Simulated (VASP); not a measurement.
Here is a VASP 6.6.1 calculation.

The input POSCAR:

```
C
1.0
    2.4650000000      0.0000000000      0.0000000000
   -1.2325000000      2.1347526203      0.0000000000
    0.0000000000      0.0000000000     14.0000000000
C
2
Direct
    0.3333330000      0.6666670000      0.5000000000
    0.6666670000      0.3333330000      0.5000000000
```

The input INCAR.step1:

```
SYSTEM = C
  ALGO = Normal
  DIPOL = 0.5 0.5 0.500
  EDIFF = 1E-4
  ENCUT = 520
  GGA = PE
  IDIPOL = 3
  ISMEAR = 0
  LASPH = .True.
  LCHARG = .False.
  LDIPOL = .True.
  LREAL = .False.
  LWAVE = .True.
  NBANDS = 11
  NELM = 100
  PREC = Accurate
  SIGMA = 0.03
```

The input INCAR.step2:

```
SYSTEM = C
  ALGO = Normal
  DIPOL = 0.5 0.5 0.500
  EDIFF = 1E-6
  ENCUT = 520
  IDIPOL = 3
  ISIF = 2
  ISMEAR = 0
  ISTART = 1
  LASPH = .True.
  LCHARG = .False.
  LDIPOL = .True.
  LMIXTAU = .True.
  LREAL = .False.
  LWAVE = .False.
  METAGGA = R2SCAN
  NBANDS = 11
  NELM = 100
  PREC = Accurate
  SIGMA = 0.03
```

The input KPOINTS:

```
k-points
0
Gamma
  18 18 1
  0 0 0
```

Potentials or basis: VASP PAW PBE potentials, release 64 (C).

The run is started by

```console
$ cat potpaw_PBE.64/C/POTCAR > POTCAR
$ cp INCAR.step1 INCAR
$ mpirun -np 1 vasp_std > vasp.out
$ cp INCAR.step2 INCAR
$ mpirun -np 1 vasp_std > vasp.out
```

Q: What does it give for the band gap on the k mesh?

A: None (metal or under the smearing width).
